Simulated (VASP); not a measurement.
A run of VASP 6.6.1 is set up as follows.

INCAR

```
PREC = Accurate
ENCUT = 520
EDIFF = 1E-7
ISMEAR = 0
SIGMA = 0.05
LREAL = F
LASPH = T
NELM = 100
ALGO = Normal
ISIF = 2
LWAVE = F
LCHARG = F
GGA = PS
NBANDS = 16
```

KPOINTS

```
regular mesh
0
Gamma
  14 14 14
```

Contents of POSCAR:

```
ZnS
1.0
    0.0000000000      2.5796204407      2.5796204407
    2.5796204407      0.0000000000      2.5796204407
    2.5796204407      2.5796204407      0.0000000000
Zn S
1 1
Direct
    0.0000000000      0.0000000000      0.0000000000
    0.5000000000      0.5000000000      0.5000000000
```

Potentials or basis: VASP PAW PBE potentials, release 64 (Zn, S).

Run with:

```sh
$ cat potpaw_PBE.64/Zn/POTCAR potpaw_PBE.64/S/POTCAR > POTCAR
$ mpirun -np 1 vasp_std > vasp.out
```

Task: What does it give for the band gap on the k mesh?

Result: None (metal or under the smearing width).

Task: Predict the pressure.

Result: -6.6 GPa.

Caveat: the PAW data sets were made with another functional, which shifts forces and pressure a little.
